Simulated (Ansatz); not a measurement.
## Strain response of MoS₂

Theory: DFT PBE+D3(BJ), scalar-relativistic, plane waves, PAW (Ansatz 0.2.0). Run with 420 eV cutoff, 12×12×4 k-mesh, Gaussian smearing of 0.02 eV, no spin polarisation.

Starting point, cell and atoms relaxed:

```yaml
crystal:
  lattice:
    - [3.14932, 0.00000, 0.00000]
    - [-1.57466, 2.72739, 0.00000]
    - [0.00000, 0.00000, 12.09364]
  atoms:
    - { symbol: Mo, position: [0.66667, 0.33333, 0.24981] }
    - { symbol: Mo, position: [0.33333, 0.66667, 0.75019] }
    - { symbol: S, position: [0.33333, 0.66667, 0.37930] }
    - { symbol: S, position: [0.66667, 0.33333, 0.87967] }
    - { symbol: S, position: [0.33333, 0.66667, 0.12033] }
    - { symbol: S, position: [0.66667, 0.33333, 0.62070] }
```

Deformation: all cell vectors scaled alike, the atoms relaxed, all within the symmetry that the strain leaves. Energies are extrapolated to zero smearing. Stress is positive in compression, on the Cartesian axes of the cell above. Gaps are Kohn–Sham gaps over the whole zone.

```csv
strain (%),ΔE (meV/atom),a (Å),b (Å),c (Å),σxx (GPa),σyy (GPa),σzz (GPa),gap (eV)
-3.0,36.2,3.055,3.055,11.731,10.57,10.57,3.89,0.55
-2.0,?,3.086,3.086,11.852,?,?,?,?
-1.0,3.7,3.118,3.118,11.973,3.13,3.13,0.94,0.71
+0.0,0.0,3.149,3.149,12.094,-0.01,-0.01,-0.04,0.77
+1.0,3.6,3.181,3.181,12.215,-2.80,-2.80,-0.71,0.82
+2.0,13.8,3.212,3.212,12.336,-5.32,-5.32,-1.25,0.78
+3.0,?,3.244,3.244,12.456,?,?,?,?
```

Fill in the row at -2.0 %.

ΔE 15.5 meV/atom; σxx 6.64 GPa; σyy 6.64 GPa; σzz 2.22 GPa; gap 0.64 eV.

Fill in the row at +3.0 %.

ΔE 30.1 meV/atom; σxx -7.56 GPa; σyy -7.56 GPa; σzz -1.59 GPa; gap 0.64 eV.